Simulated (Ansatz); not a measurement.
AlN: field gradients at two levels of theory

Cell: a COD entry, whose atoms a relaxation with PBE at fixed cell left in place.

```
CELL_PARAMETERS angstrom
3.11000 0.00000 0.00000
-1.55500 2.69334 0.00000
0.00000 0.00000 4.98000
ATOMIC_POSITIONS crystal
Al 0.66667 0.33333 0.00000
Al 0.33333 0.66667 0.50000
N 0.66667 0.33333 0.38200
N 0.33333 0.66667 0.88200
```

Sites (sets of like atoms) are named by element and the number of their first atom in this list.

First run. All values are calculated (Ansatz; DFT, PBE, plane waves and PAW, scalar-relativistic, 420 eV cutoff, Γ-centred 11×11×6 k-points, Fermi–Dirac smearing 0.02 eV), not measured.

```json
{"site": "Al", "atom": "1", "V_zz (10²¹ V/m²)": "0.51", "η": "0.00"}
```

Second run. The same atoms and settings, except that the functional is LDA.

Problem. Given the first result, estimate the second.

Solution. 

```
site  atom  V_zz     η  change of V_zz
  Al     1  0.50  0.00           -0.01
```

No V_zz moves by more than 0.02. In per cent, |V_zz| changes by -1 on Al (all sites that start above 0.5). Sites with |V_zz| of 0.02 or less aren't listed.
